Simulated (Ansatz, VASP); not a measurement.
# CdSe: VASP beside Ansatz

Wanted: the spread between two codes on one cell, functional and k mesh.

Program: Ansatz 0.2.0. Level of theory: plane waves, with VASP 6.6.1 beside it; single point at PBE. Results are calculated unless marked as measured.

**1. The structure**

The cell holds 54 atoms: 27 Cd and 27 Se. Its edges and angles: a = 13.026 Å, b = 13.026 Å, c = 13.026 Å, α = 60.0°, β = 60.0°, γ = 60.0°. It derives from CdSe, repeated 3×3×3. Nearest the centre at fractional (0.000, 0.000, 0.000): Cd1 at 0.00 Å, Se28 at 2.66 Å, Se46 at 2.66 Å, Se34 at 2.66 Å, Se30 at 2.66 Å, Cd4 at 4.34 Å, Cd10 at 4.34 Å, Cd20 at 4.34 Å.

**2. Ansatz: single point, PBE**

Ansatz runs on its default PAW (the set named soft_2) files.

A single point gives forces, pressure and levels at one fixed geometry, so differences don't come from the geometry; what else differs is listed under the comparison.

input.yaml

```yaml
crystal:
  lattice:
    - [0.0, 9.2108135958, 9.2108135958]
    - [9.2108135958, 0.0, 9.2108135958]
    - [9.2108135958, 9.2108135958, 0.0]
  atoms:
    - { symbol: Cd, position: [0.0, 0.0, 0.0] }
    - { symbol: Cd, position: [0.0, 0.0, 0.3333333333] }
    - { symbol: Cd, position: [0.0, 0.0, 0.6666666667] }
    - { symbol: Cd, position: [0.0, 0.3333333333, 0.0] }
    - { symbol: Cd, position: [0.0, 0.3333333333, 0.3333333333] }
    - { symbol: Cd, position: [0.0, 0.3333333333, 0.6666666667] }
    - { symbol: Cd, position: [0.0, 0.6666666667, 0.0] }
    - { symbol: Cd, position: [0.0, 0.6666666667, 0.3333333333] }
    - { symbol: Cd, position: [0.0, 0.6666666667, 0.6666666667] }
    - { symbol: Cd, position: [0.3333333333, 0.0, 0.0] }
    - { symbol: Cd, position: [0.3333333333, 0.0, 0.3333333333] }
    - { symbol: Cd, position: [0.3333333333, 0.0, 0.6666666667] }
    - { symbol: Cd, position: [0.3333333333, 0.3333333333, 0.0] }
    - { symbol: Cd, position: [0.3333333333, 0.3333333333, 0.3333333333] }
    - { symbol: Cd, position: [0.3333333333, 0.3333333333, 0.6666666667] }
    - { symbol: Cd, position: [0.3333333333, 0.6666666667, 0.0] }
    - { symbol: Cd, position: [0.3333333333, 0.6666666667, 0.3333333333] }
    - { symbol: Cd, position: [0.3333333333, 0.6666666667, 0.6666666667] }
    - { symbol: Cd, position: [0.6666666667, 0.0, 0.0] }
    - { symbol: Cd, position: [0.6666666667, 0.0, 0.3333333333] }
    - { symbol: Cd, position: [0.6666666667, 0.0, 0.6666666667] }
    - { symbol: Cd, position: [0.6666666667, 0.3333333333, 0.0] }
    - { symbol: Cd, position: [0.6666666667, 0.3333333333, 0.3333333333] }
    - { symbol: Cd, position: [0.6666666667, 0.3333333333, 0.6666666667] }
    - { symbol: Cd, position: [0.6666666667, 0.6666666667, 0.0] }
    - { symbol: Cd, position: [0.6666666667, 0.6666666667, 0.3333333333] }
    - { symbol: Cd, position: [0.6666666667, 0.6666666667, 0.6666666667] }
    - { symbol: Se, position: [0.0833333333, 0.0833333333, 0.0833333333] }
    - { symbol: Se, position: [0.0833333333, 0.0833333333, 0.4166666667] }
    - { symbol: Se, position: [0.0833333333, 0.0833333333, 0.75] }
    - { symbol: Se, position: [0.0833333333, 0.4166666667, 0.0833333333] }
    - { symbol: Se, position: [0.0833333333, 0.4166666667, 0.4166666667] }
    - { symbol: Se, position: [0.0833333333, 0.4166666667, 0.75] }
    - { symbol: Se, position: [0.0833333333, 0.75, 0.0833333333] }
    - { symbol: Se, position: [0.0833333333, 0.75, 0.4166666667] }
    - { symbol: Se, position: [0.0833333333, 0.75, 0.75] }
    - { symbol: Se, position: [0.4166666667, 0.0833333333, 0.0833333333] }
    - { symbol: Se, position: [0.4166666667, 0.0833333333, 0.4166666667] }
    - { symbol: Se, position: [0.4166666667, 0.0833333333, 0.75] }
    - { symbol: Se, position: [0.4166666667, 0.4166666667, 0.0833333333] }
    - { symbol: Se, position: [0.4166666667, 0.4166666667, 0.4166666667] }
    - { symbol: Se, position: [0.4166666667, 0.4166666667, 0.75] }
    - { symbol: Se, position: [0.4166666667, 0.75, 0.0833333333] }
    - { symbol: Se, position: [0.4166666667, 0.75, 0.4166666667] }
    - { symbol: Se, position: [0.4166666667, 0.75, 0.75] }
    - { symbol: Se, position: [0.75, 0.0833333333, 0.0833333333] }
    - { symbol: Se, position: [0.75, 0.0833333333, 0.4166666667] }
    - { symbol: Se, position: [0.75, 0.0833333333, 0.75] }
    - { symbol: Se, position: [0.75, 0.4166666667, 0.0833333333] }
    - { symbol: Se, position: [0.75, 0.4166666667, 0.4166666667] }
    - { symbol: Se, position: [0.75, 0.4166666667, 0.75] }
    - { symbol: Se, position: [0.75, 0.75, 0.0833333333] }
    - { symbol: Se, position: [0.75, 0.75, 0.4166666667] }
    - { symbol: Se, position: [0.75, 0.75, 0.75] }
hamiltonian:
  xc: pbe
  pseudopotentials: { kind: paw }
kpoints:
  mp_grid: { grid: [2, 2, 2] }
scf:
  occupations: { method: gaussian, width: 0.05 }
  n_extra_bands: 17
output:
  forces: true
  stress: true
  eigenvalues: true
  write_density: true
  write_potential: true
  elf: true
  volumetric_format: npy
```

On the command line:

```
$ ansatz run input.yaml --threads 8 --pin off --max-ram 18432MiB --backend cpu --events-out ev --progress --plain --runs-dir out
```

Numbers of over 12 decimals in the logs are rounded to 6 here.

What it wrote:

```text
scf.n_extra_bands = 17 over 486 filled bands (N_el = 972.0): the run solves 503 bands
Engine: ansatz 0.2.0, aarch64-unknown-linux-gnu
Pseudopotentials: kind: paw
Pseudopotential: Cd, paw, valence charge 20, recommended cutoff 420 eV (normal), Cd.paw.azcp
Pseudopotential: Se, paw, valence charge 16, recommended cutoff 420 eV (normal), Se.paw.azcp
Functional definition: PBE
  parameter kappa = 0.804
  parameter beta = 0.066725
  exchange = pbe_x(kappa = kappa, mu = beta*pi^2/3)
  correlation = pbe_c(beta = beta)
Crystal: 54 atoms, lattice volume = 1562.874 Å³
Basis set: ecut = 420 eV, 30587 PW (Γ), exchange–correlation on 180×180×180 points (8 copies of the dense FFT grid, shifted against one another)
Bands: 503, of which v1, the nominal top of the filled ones, is band 486 counted from 1 (485 counted from 0)
Symmetry: 648 space group operations
Space group: F-43m (ITA 216), of the structure as read, at distance tolerance 1.2e-4 Å
k-points: 3 of 8
Non-local potential: Cd, projectors of the file, l = 0: 3, l = 1: 2, l = 2: 2, l = 3: 1
Non-local potential: Se, projectors of the file, l = 0: 2, l = 1: 2, l = 2: 3, l = 3: 1
PAW form: soft (Blöchl's): semilocal exchange-correlation on the pseudo side does not see the compensation charge
PAW one-centre angular grid: Cd, 590 points (default); XC on 64 Gauss nodes
PAW one-centre angular grid: Se, 590 points (default); XC on 64 Gauss nodes
Initial density: superposition of atomic densities (neutral atoms: chi_scale 0, normalization atom), corrected by the library's trained network
Initial wavefunctions: pseudopotential atomic-orbital guess
Functional: x = pbe(κ = 0.804, μ = 0.219515), c = pbe(β = 0.066725)
SCF iter   1: F=—  HF=-370569.210252 eV  |F-HF|=—  |Δ(HF+E_count)|=         —  Δρ=9.62e-4  dr2=3.10e-2  ethr=1.77e-3  ⟨swp⟩=5.0  Hψ=5192  notcnv=0  defer=8
preconditioner: auto → Resta (q_TF=auto, 2.521 Å⁻¹)  ε∞=6.0  [insulator: Δε(μ)=0.536 eV  Ē_g=9.298 eV  σ=0.050 eV  W_gap=1.00  n_scr=410 (ndim 8)  ℏωp=20.7 eV  f_vac=0.215  D(μ)=0.00/eV (n_scr^D=0)  ε∞_Penn≈6.0]
SCF iter   2: F=—  HF=-370569.221903 eV  |F-HF|=—  |Δ(HF+E_count)|=   1.17e-2  Δρ=4.91e-4  dr2=7.66e-3  ethr=3.19e-6  ⟨swp⟩=2.0  Hψ=2673  notcnv=0  defer=8
SCF iter   3: F=—  HF=-370569.222889 eV  |F-HF|=—  |Δ(HF+E_count)|=   9.86e-4  Δρ=1.96e-4  dr2=9.44e-4  ethr=7.88e-7  ⟨swp⟩=2.0  Hψ=2467  notcnv=0  defer=8
SCF iter   4: F=—  HF=-370569.223518 eV  |F-HF|=—  |Δ(HF+E_count)|=   6.28e-4  Δρ=1.02e-4  dr2=2.26e-4  ethr=9.72e-8  ⟨swp⟩=2.0  Hψ=2211  notcnv=0  defer=8
SCF iter   5: F=—  HF=-370569.223599 eV  |F-HF|=—  |Δ(HF+E_count)|=   8.13e-5  Δρ=3.31e-5  dr2=1.47e-5  ethr=2.33e-8  ⟨swp⟩=2.0  Hψ=2211  notcnv=0  defer=8
SCF iter   6: F=—  HF=-370569.225323 eV  |F-HF|=—  |Δ(HF+E_count)|=   1.72e-3  Δρ=1.29e-5  dr2=1.78e-6  ethr=1.52e-9  ⟨swp⟩=2.0  Hψ=2616  notcnv=0  defer=8
SCF iter   7: F=—  HF=-370569.225326 eV  |F-HF|=—  |Δ(HF+E_count)|=   2.60e-6  Δρ=6.15e-6  dr2=4.49e-7  ethr=1.84e-10  ⟨swp⟩=2.0  Hψ=2859  notcnv=0  defer=8
SCF iter   8: F=-370569.225326 eV  HF=-370569.225326 eV  |F-HF|=3.04e-8  |Δ(HF+E_count)|=   3.10e-7  Δρ=1.00e-6  dr2=1.41e-8  ethr=1.03e-11  ⟨swp⟩=9.0  Hψ=10027  notcnv=0
SCF 1 converged in 8 iterations: F = -370569.225326 eV  dr2 = 1.41e-8
  greatest PAW one-centre occupation: 1.000 electrons in one spin orbital (limit 2), on the Cd atom at site 26 (counted from 0), in its partial waves of l = 0
SCF converged after 8 iterations
Free energy (F): -370569.225326 eV
Harris-Foulkes:  -370569.225326 eV  (|F-HF|=3.04e-8)
Internal energy: -370569.225326 eV  (E = F + TS)
E sigma→0 (E₀):  -370569.225326 eV
Fermi energy:    7.350912 eV
--- Per-component energies (eV) ---
  E_band       = -24356.982130
  E_kinetic    = 16831.542633
  E_local      = -173930.392975  (includes V_loc(G=0)·N_el)
  E_nonlocal   = -15180.662251
  E_hartree    = 82615.345438
  E_xc         = -7582.878306
  E_vxc        = -8630.771340  (∫ρ·V_xc dr)
  E_paw        = -161858.431853  (= ΣΔE_a)
  E_vpaw       = -8677.377384  (= ΣTr[D̂ρ^β])
  E_aug_tail   = -0.016478  (compensation charges beyond the density's cutoff)
  E_ewald      = -111463.731535
  E_smearing   = -0.000000  (= −TS)
  E_closure    = -0.000000  (closes the sum)
  Σ components = -370569.225326   (vs F -370569.225326, Δ=0.00e0)
--- Forces (eV/Å), atoms counted from 1 ---
  atom   1  Cd     0.00000000    -0.00000000     0.00000000
  atom   2  Cd     0.00000000    -0.00000000     0.00000000
  atom   3  Cd     0.00000000    -0.00000000     0.00000000
  atom   4  Cd     0.00000000    -0.00000000     0.00000000
  atom   5  Cd     0.00000000    -0.00000000     0.00000000
  atom   6  Cd     0.00000000     0.00000000     0.00000000
  atom   7  Cd     0.00000000    -0.00000000     0.00000000
  atom   8  Cd     0.00000000    -0.00000000     0.00000000
  atom   9  Cd     0.00000000    -0.00000000     0.00000000
  atom  10  Cd     0.00000000    -0.00000000    -0.00000000
  atom  11  Cd     0.00000000    -0.00000000    -0.00000000
  atom  12  Cd     0.00000000    -0.00000000    -0.00000000
  atom  13  Cd     0.00000000    -0.00000000    -0.00000000
  atom  14  Cd     0.00000000    -0.00000000    -0.00000000
  atom  15  Cd     0.00000000    -0.00000000    -0.00000000
  atom  16  Cd     0.00000000    -0.00000000    -0.00000000
  atom  17  Cd     0.00000000    -0.00000000    -0.00000000
  atom  18  Cd     0.00000000    -0.00000000    -0.00000000
  atom  19  Cd     0.00000000    -0.00000000    -0.00000000
  atom  20  Cd     0.00000000    -0.00000000    -0.00000000
  atom  21  Cd     0.00000000    -0.00000000     0.00000000
  atom  22  Cd     0.00000000    -0.00000000     0.00000000
  atom  23  Cd     0.00000000    -0.00000000     0.00000000
  atom  24  Cd     0.00000000    -0.00000000     0.00000000
[...]
atom  47  Se    -0.00000000    -0.00000000     0.00000000
  atom  48  Se    -0.00000000     0.00000000     0.00000000
  atom  49  Se    -0.00000000    -0.00000000    -0.00000000
  atom  50  Se    -0.00000000    -0.00000000    -0.00000000
  atom  51  Se    -0.00000000     0.00000000    -0.00000000
  atom  52  Se    -0.00000000    -0.00000000    -0.00000000
  atom  53  Se    -0.00000000    -0.00000000    -0.00000000
  atom  54  Se    -0.00000000     0.00000000     0.00000000
  max |Σ_I F_I| component: 2.60e-16 eV/Å
--- Stress (GPa, compression-positive) ---
        1.295683       0.000000      -0.000000
       -0.000000       1.295683      -0.000000
       -0.000000      -0.000000       1.295683
  P = ⅓ Tr σ = 1.2957 GPa (12.957 kbar)
--- Band table (eV) ---
  k-point 0: bands = [... 482 lower, 6.5252, 7.0742, 7.0742, 7.0742, 7.6227, 9.4410, 9.4410, 9.4410, ... 13 higher]
  k-point 1: bands = [... 482 lower, 6.8763, 6.8763, 6.8763, 6.8763, 8.9264, 8.9264, 9.4330, 10.2613, ... 13 higher]
  k-point 2: bands = [... 482 lower, 6.7598, 6.7598, 6.7598, 6.7598, 9.4701, 9.4701, 9.9120, 9.9120, ... 13 higher]
```

Wall time 50 s (8 threads of Arm Neoverse V1, shared host); peak memory 9.3 GiB.

In the SCF lines HF is the Harris–Foulkes energy and dr2 the Hartree energy of the density residual, in eV; the loop may stop once dr2 is under the threshold and the program's other checks hold. Hψ counts applications of the Hamiltonian.

The run ends at a pressure of 1.30 GPa.

**3. VASP: single point, PBE**

The same cell, functional, mesh and smearing now go to VASP, with its own data sets and cutoff.

Lines of VASP's logs that name or quote its potential files are left out, and so is its time.

INCAR

```
SYSTEM = CdSe
PREC = Accurate
ENCUT = 400
EDIFF = 1E-06
NELM = 100
ISMEAR = 0
SIGMA = 0.05
LREAL = Auto
ALGO = Normal
GGA = PE
LWAVE = .FALSE.
LCHARG = .FALSE.
NCORE = 8
ICORELEVEL = 1
```

POSCAR

```
CdSe
1.0
    0.0000000000      9.2108135958      9.2108135958
    9.2108135958      0.0000000000      9.2108135958
    9.2108135958      9.2108135958      0.0000000000
Cd Cd Se
1 26 27
Direct
    0.0000000000      0.0000000000      0.0000000000
    0.0000000000      0.0000000000      0.3333333333
    0.0000000000      0.0000000000      0.6666666667
    0.0000000000      0.3333333333      0.0000000000
    0.0000000000      0.3333333333      0.3333333333
    0.0000000000      0.3333333333      0.6666666667
    0.0000000000      0.6666666667      0.0000000000
    0.0000000000      0.6666666667      0.3333333333
    0.0000000000      0.6666666667      0.6666666667
    0.3333333333      0.0000000000      0.0000000000
    0.3333333333      0.0000000000      0.3333333333
    0.3333333333      0.0000000000      0.6666666667
    0.3333333333      0.3333333333      0.0000000000
    0.3333333333      0.3333333333      0.3333333333
    0.3333333333      0.3333333333      0.6666666667
    0.3333333333      0.6666666667      0.0000000000
    0.3333333333      0.6666666667      0.3333333333
    0.3333333333      0.6666666667      0.6666666667
    0.6666666667      0.0000000000      0.0000000000
    0.6666666667      0.0000000000      0.3333333333
    0.6666666667      0.0000000000      0.6666666667
    0.6666666667      0.3333333333      0.0000000000
    0.6666666667      0.3333333333      0.3333333333
    0.6666666667      0.3333333333      0.6666666667
    0.6666666667      0.6666666667      0.0000000000
    0.6666666667      0.6666666667      0.3333333333
    0.6666666667      0.6666666667      0.6666666667
    0.0833333333      0.0833333333      0.0833333333
    0.0833333333      0.0833333333      0.4166666667
    0.0833333333      0.0833333333      0.7500000000
    0.0833333333      0.4166666667      0.0833333333
    0.0833333333      0.4166666667      0.4166666667
    0.0833333333      0.4166666667      0.7500000000
    0.0833333333      0.7500000000      0.0833333333
    0.0833333333      0.7500000000      0.4166666667
    0.0833333333      0.7500000000      0.7500000000
    0.4166666667      0.0833333333      0.0833333333
    0.4166666667      0.0833333333      0.4166666667
    0.4166666667      0.0833333333      0.7500000000
    0.4166666667      0.4166666667      0.0833333333
    0.4166666667      0.4166666667      0.4166666667
    0.4166666667      0.4166666667      0.7500000000
    0.4166666667      0.7500000000      0.0833333333
    0.4166666667      0.7500000000      0.4166666667
    0.4166666667      0.7500000000      0.7500000000
    0.7500000000      0.0833333333      0.0833333333
    0.7500000000      0.0833333333      0.4166666667
    0.7500000000      0.0833333333      0.7500000000
    0.7500000000      0.4166666667      0.0833333333
    0.7500000000      0.4166666667      0.4166666667
    0.7500000000      0.4166666667      0.7500000000
    0.7500000000      0.7500000000      0.0833333333
    0.7500000000      0.7500000000      0.4166666667
    0.7500000000      0.7500000000      0.7500000000
```

KPOINTS

```
Automatic mesh
0
Gamma
2 2 2
0 0 0
```

Potentials, in the order of the species: Cd, Cd and Se (PBE family, release 64).

On the command line:

```
$ mpirun -np 8 vasp_std
```

What it wrote:

```text
[banner, memory and clock lines left out]
running    8 mpi-ranks, on    1 nodes
[...]
|                                                                             |
|           W    W    AA    RRRRR   N    N  II  N    N   GGGG   !!!           |
|           W    W   A  A   R    R  NN   N  II  NN   N  G    G  !!!           |
|           W    W  A    A  R    R  N N  N  II  N N  N  G       !!!           |
|           W WW W  AAAAAA  RRRRR   N  N N  II  N  N N  G  GGG   !            |
|           WW  WW  A    A  R   R   N   NN  II  N   NN  G    G                |
|           W    W  A    A  R    R  N    N  II  N    N   GGGG   !!!           |
|                                                                             |
|     For optimal performance we recommend to set                             |
|       NCORE = 2 up to number-of-cores-per-socket                            |
|     NCORE specifies how many cores store one orbital (NPAR=cpu/NCORE).      |
|     This setting can greatly improve the performance of VASP for DFT.       |
|     The default, NCORE=1 might be grossly inefficient on modern             |
|     multi-core architectures or massively parallel machines. Do your        |
|     Unfortunately you need to use the default for GW and RPA                |
|     calculations (for HF NCORE is supported but not extensively tested      |
|     yet).                                                                   |
|                                                                             |

 LDA part: xc-table for (Slater+PW92), standard interpolation
 POSCAR, INCAR and KPOINTS ok, starting setup
[...]
entering main loop
       N       E                     dE             d eps       ncg     rms          rms(c)
DAV:   1     0.308460389149E+04    0.30846E+04   -0.19887E+05  1754   0.123E+03
DAV:   2     0.664749254444E+02   -0.30181E+04   -0.29330E+04  1939   0.336E+02
DAV:   3    -0.154325957237E+03   -0.22080E+03   -0.21886E+03  1964   0.870E+01
DAV:   4    -0.158356356242E+03   -0.40304E+01   -0.40077E+01  1932   0.104E+01
[...]
DAV:  14    -0.148077998429E+03    0.11680E-05   -0.38194E-05  1924   0.103E-02    0.104E-02
DAV:  15    -0.148078002193E+03   -0.37642E-05   -0.37885E-06  1452   0.511E-03    0.222E-03
DAV:  16    -0.148078002148E+03    0.45329E-07   -0.11241E-06  1076   0.249E-03
   1 F= -.14807800E+03 E0= -.14807800E+03  d E =-.958917E-13
```

Parts of OUTCAR (step 3):

```text
  Total       11.7492120     11.7492120     11.7492120      0.0000000     -0.0000000     -0.0000000
  in kB       12.0446823     12.0446823     12.0446823      0.0000000     -0.0000000     -0.0000000
  external PRESSURE =      12.0446823 kB  Pullay stress =       0.0000000 kB

 POSITION                                       TOTAL-FORCE (eV/Angst)
 -----------------------------------------------------------------------------------
      0.00000      0.00000      0.00000         0.000000      0.000000     -0.000000
      3.07027      3.07027      0.00000        -0.000001     -0.000001      0.000003
      6.14054      6.14054      0.00000         0.000001      0.000001      0.000003
      3.07027      0.00000      3.07027        -0.000001      0.000003     -0.000001
      6.14054      3.07027      3.07027        -0.000000      0.000000      0.000000
      9.21081      6.14054      3.07027        -0.000003      0.000001     -0.000001
      6.14054      0.00000      6.14054         0.000001      0.000003      0.000001
      9.21081      3.07027      6.14054        -0.000003     -0.000001      0.000001
     12.28108      6.14054      6.14054        -0.000001      0.000001      0.000001
      0.00000      3.07027      3.07027         0.000003     -0.000001     -0.000001
      3.07027      6.14054      3.07027         0.000000     -0.000000      0.000000
      6.14054      9.21081      3.07027         0.000001     -0.000003     -0.000001
      3.07027      3.07027      6.14054         0.000000      0.000000     -0.000000
      6.14054      6.14054      6.14054        -0.000000     -0.000000     -0.000000
[...]
-----------------------------------------------------------------------------------
    total drift:                               -0.000019     -0.000019     -0.000019

  FREE ENERGIE OF THE ION-ELECTRON SYSTEM (eV)
  ---------------------------------------------------
  free  energy   TOTEN  =      -148.0780021478 eV

  energy  without entropy=     -148.0780021478  energy(sigma->0) =     -148.07800215

[... 3 further parts left out ...]
[key lines of the parts left out:]
E-fermi :   0.9753
```

These are scalar-relativistic Kohn-Sham levels of the ground state, with no core hole, so they are not binding energies.

**4. Side by side**

Known differences besides the potentials themselves: the data sets hold 972 valence electrons in Ansatz (default PAW (the set named soft_2) files) and 486 in VASP; the cutoff is 420 eV in Ansatz and 400 eV in VASP (PREC = Accurate, projectors in real space); VASP leaves aspherical gradient terms in its spheres out (LASPH is not set), Ansatz keeps them. Total energies have different zeros and are not compared.

The two programs side by side:

| quantity | Ansatz | VASP | difference |
| --- | --- | --- | --- |
| pressure (GPa) | 1.30 | 1.20 | +0.09 |
| gap on the k mesh (eV) | 0.548 | 0.546 | +0.002 |

A gap on the mesh is an upper bound, since the band edges may lie between its points. Ansatz's pressure holds a Pulay correction of 0.03 GPa; VASP's holds none.

**5. Results**

| Item | Value |
| --- | --- |
| difference in gap on the k mesh (single point, PBE) | 0.0025 eV |

What this shows: The difference in gap on the k mesh is 0.0025 eV (single point, PBE), within the 0.08 eV picked in this series as the mark of a large difference. Such differences can come from data sets, numerical settings and the points named under the comparisons, not from the functional's error against experiment.

[Lines on the potential files, build, host, timing and source positions are cut from VASP's logs without a mark.]

[Logs are printed without paths, hosts, clocks, repeated set-up lines and the standing remarks that a program may print on its own settings, such as how far it seeks lower states.]

[Hosts, paths, dates, database ids (printed as entryN), source tags and the programs' standing remarks are cut or masked in the printed files.]
